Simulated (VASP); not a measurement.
A run of VASP 6.6.1:

File POSCAR:

```
ZrB
1.0
    0.0000000000      2.2958557000      2.2958557000
    2.2958557000      0.0000000000      2.2958557000
    2.2958557000      2.2958557000      0.0000000000
Zr B
1 1
Direct
    0.0000000000      0.0000000000      0.0000000000
    0.5000000000      0.5000000000      0.5000000000
```

Contents of INCAR.step1:

```
SYSTEM = ZrB
  PREC = Accurate
  ENCUT = 600
  ISMEAR = -1
  SIGMA = 0.0502
  LREAL = .FALSE.
  LASPH = .TRUE.
  NELM = 100
  GGA = PE
  ALGO = Normal
  EDIFF = 1E-4
  LWAVE = .TRUE.
  LCHARG = .FALSE.
```

The input INCAR.step2:

```
SYSTEM = ZrB
  PREC = Accurate
  ENCUT = 600
  EDIFF = 1E-7
  ISMEAR = -1
  SIGMA = 0.0502
  LREAL = .FALSE.
  LASPH = .TRUE.
  NELM = 100
  ALGO = Normal
  ISIF = 3
  LWAVE = .FALSE.
  LCHARG = .FALSE.
  METAGGA = R2SCAN
  LMIXTAU = .TRUE.
  IBRION = 2
  NSW = 60
  EDIFFG = -0.01
  ISTART = 1
```

KPOINTS

```
regular mesh
0
G
  7 7 7
  0 0 0
```

Potentials or basis: VASP PAW PBE potentials, release 64 (Zr_sv, B).

Run with:

```bash
$ cat potpaw_PBE.64/Zr_sv/POTCAR potpaw_PBE.64/B/POTCAR > POTCAR
$ cp INCAR.step1 INCAR
$ mpirun -np 1 vasp_std > vasp.out
$ cp INCAR.step2 INCAR
$ mpirun -np 1 vasp_std > vasp.out
```

Hardware: 1 thread of Intel(R) Xeon(R) Platinum 8488C (Sapphire Rapids), on a shared host.

Q: How long does it take, and how much memory?

A: It took 4.1 min on 1 thread of Intel(R) Xeon(R) Platinum 8488C (Sapphire Rapids), on a shared host, peak memory 0.17 GiB. Counts: scf iterations 135, k points 20, ion steps 19.
